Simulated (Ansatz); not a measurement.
A run of Ansatz 0.2.0 is set up as follows.

The input run.py:

```python
import json

import ase.io
import numpy as np
import spglib

import ansatz as az

atoms = ase.io.read("Rh.cif")
cell, frac, numbers = spglib.find_primitive((atoms.cell[:], atoms.get_scaled_positions(), atoms.numbers), symprec=1e-5)
atoms = ase.Atoms(numbers, cell=cell, scaled_positions=frac, pbc=True)

calculation = (
    az.Crystal.from_ase(atoms)
    .calculation()
    .kpoints(12, 12, 12)
    .functional("rpbe")
    .pseudopotentials(kind="paw")
    .spin("collinear")
    .scf(extra_bands=14)
    .occupations(method="methfessel_paxton", width=0.025)
    .wannier(mesh=(6, 6, 6), projections=(az.TrialShell(site=0, l="d"), az.TrialShell(site=0, l="s")),
        minimise=True, disentanglement_window=(6.7, 38.7), disentanglement_frozen_window=(9.7, 23.2),
        write_xyz=True)
    .band_table(publish=True)
)
outcome = calculation.run(threads=2, events_out="events.jsonl")

report = outcome.report
for line in open("events.jsonl"):
    event = json.loads(line)
    if event["event"] == "scf_iter":
        d = event["data"]
        print(f"SCF {d['iter']:3d}  HF = {d['harris_foulkes_ev']:.6f} eV  dr2 = {d['dr2_ev']:.2e} eV")
    elif event["event"] in ("relax_step", "md_step"):
        d = event["data"]
        print(f"{event['event']} {d['step']:3d}  E = {d['lagrangian_ev']:.6f} eV")
np.set_printoptions(precision=5, suppress=True, linewidth=110)
print("converged:", report["converged"], "after", report["n_iterations"], "iterations")
print(f"free energy {report['free_energy_ev']:.6f} eV, Fermi level {report['fermi_energy_ev']:.4f} eV")
for key in ("band_edges_ev", "magnetization_mub", "site_moments_mub", "site_moments_nc_mub", "forces_ev_ang",
                "stress_gpa"):
    if report.get(key) is not None:
        print(key, np.array(report[key]), sep="\n")
```

File Rh.cif:

```cif
data_Rh
_cell_length_a 3.79570000
_cell_length_b 3.79570000
_cell_length_c 3.79570000
_cell_angle_alpha 90.00000000
_cell_angle_beta 90.00000000
_cell_angle_gamma 90.00000000
_space_group_name_H-M_alt 'Fm-3m'
_space_group_name_Hall '-F 4 2 3'
_space_group_IT_number 225
loop_
_space_group_symop_operation_xyz
'x,y,z'
'-x,-y,-z'
'-y,x,z'
'y,-x,-z'
'-x,-y,z'
'x,y,-z'
'y,-x,z'
'-y,x,-z'
'x,-y,-z'
'-x,y,z'
'-y,-x,-z'
'y,x,z'
'-x,y,-z'
'x,-y,z'
'y,x,-z'
'-y,-x,z'
'z,x,y'
'-z,-x,-y'
'z,-y,x'
'-z,y,-x'
'z,-x,-y'
'-z,x,y'
'z,y,-x'
'-z,-y,x'
'-z,x,-y'
'z,-x,y'
'-z,-y,-x'
'z,y,x'
'-z,-x,y'
'z,x,-y'
'-z,y,x'
'z,-y,-x'
'y,z,x'
'-y,-z,-x'
'x,z,-y'
'-x,-z,y'
'-y,z,-x'
'y,-z,x'
'-x,z,y'
'x,-z,-y'
'-y,-z,x'
'y,z,-x'
'-x,-z,-y'
'x,z,y'
'y,-z,-x'
'-y,z,x'
'x,-z,y'
'-x,z,-y'
'x,y+1/2,z+1/2'
'-x,-y+1/2,-z+1/2'
'-y,x+1/2,z+1/2'
'y,-x+1/2,-z+1/2'
'-x,-y+1/2,z+1/2'
'x,y+1/2,-z+1/2'
'y,-x+1/2,z+1/2'
'-y,x+1/2,-z+1/2'
'x,-y+1/2,-z+1/2'
'-x,y+1/2,z+1/2'
'-y,-x+1/2,-z+1/2'
'y,x+1/2,z+1/2'
[... 40 lines left out ...]
'-x+1/2,-y,z+1/2'
'x+1/2,y,-z+1/2'
'y+1/2,-x,z+1/2'
'-y+1/2,x,-z+1/2'
'x+1/2,-y,-z+1/2'
'-x+1/2,y,z+1/2'
'-y+1/2,-x,-z+1/2'
'y+1/2,x,z+1/2'
'-x+1/2,y,-z+1/2'
'x+1/2,-y,z+1/2'
'y+1/2,x,-z+1/2'
'-y+1/2,-x,z+1/2'
'z+1/2,x,y+1/2'
'-z+1/2,-x,-y+1/2'
'z+1/2,-y,x+1/2'
'-z+1/2,y,-x+1/2'
'z+1/2,-x,-y+1/2'
'-z+1/2,x,y+1/2'
'z+1/2,y,-x+1/2'
'-z+1/2,-y,x+1/2'
'-z+1/2,x,-y+1/2'
'z+1/2,-x,y+1/2'
'-z+1/2,-y,-x+1/2'
'z+1/2,y,x+1/2'
'-z+1/2,-x,y+1/2'
'z+1/2,x,-y+1/2'
'-z+1/2,y,x+1/2'
'z+1/2,-y,-x+1/2'
'y+1/2,z,x+1/2'
'-y+1/2,-z,-x+1/2'
'x+1/2,z,-y+1/2'
'-x+1/2,-z,y+1/2'
'-y+1/2,z,-x+1/2'
'y+1/2,-z,x+1/2'
'-x+1/2,z,y+1/2'
'x+1/2,-z,-y+1/2'
'-y+1/2,-z,x+1/2'
'y+1/2,z,-x+1/2'
'-x+1/2,-z,-y+1/2'
'x+1/2,z,y+1/2'
'y+1/2,-z,-x+1/2'
'-y+1/2,z,x+1/2'
'x+1/2,-z,y+1/2'
'-x+1/2,z,-y+1/2'
'x+1/2,y+1/2,z'
'-x+1/2,-y+1/2,-z'
'-y+1/2,x+1/2,z'
'y+1/2,-x+1/2,-z'
'-x+1/2,-y+1/2,z'
'x+1/2,y+1/2,-z'
'y+1/2,-x+1/2,z'
'-y+1/2,x+1/2,-z'
'x+1/2,-y+1/2,-z'
'-x+1/2,y+1/2,z'
'-y+1/2,-x+1/2,-z'
'y+1/2,x+1/2,z'
'-x+1/2,y+1/2,-z'
'x+1/2,-y+1/2,z'
'y+1/2,x+1/2,-z'
'-y+1/2,-x+1/2,z'
'z+1/2,x+1/2,y'
'-z+1/2,-x+1/2,-y'
'z+1/2,-y+1/2,x'
'-z+1/2,y+1/2,-x'
'z+1/2,-x+1/2,-y'
'-z+1/2,x+1/2,y'
'z+1/2,y+1/2,-x'
'-z+1/2,-y+1/2,x'
'-z+1/2,x+1/2,-y'
'z+1/2,-x+1/2,y'
'-z+1/2,-y+1/2,-x'
'z+1/2,y+1/2,x'
'-z+1/2,-x+1/2,y'
'z+1/2,x+1/2,-y'
'-z+1/2,y+1/2,x'
'z+1/2,-y+1/2,-x'
'y+1/2,z+1/2,x'
'-y+1/2,-z+1/2,-x'
'x+1/2,z+1/2,-y'
'-x+1/2,-z+1/2,y'
'-y+1/2,z+1/2,-x'
'y+1/2,-z+1/2,x'
'-x+1/2,z+1/2,y'
'x+1/2,-z+1/2,-y'
'-y+1/2,-z+1/2,x'
'y+1/2,z+1/2,-x'
'-x+1/2,-z+1/2,-y'
'x+1/2,z+1/2,y'
'y+1/2,-z+1/2,-x'
'-y+1/2,z+1/2,x'
'x+1/2,-z+1/2,y'
'-x+1/2,z+1/2,-y'
loop_
_atom_site_label
_atom_site_type_symbol
_atom_site_symmetry_multiplicity
_atom_site_Wyckoff_symbol
_atom_site_fract_x
_atom_site_fract_y
_atom_site_fract_z
_atom_site_occupancy
Rh1 Rh 4 a 0.0000000000 0.0000000000 0.0000000000 1
```

Potentials or basis: Ansatz PAW.

The run is started by

```console
$ python run.py
```

Problem. Predict the band gap on the k mesh.

Solution. None (metal or under the smearing width).

Problem. What does it give for the net moment?

Solution. 0.00 μB per cell.

Problem. Predict the absolute moment.

Solution. 0.00 μB per cell.
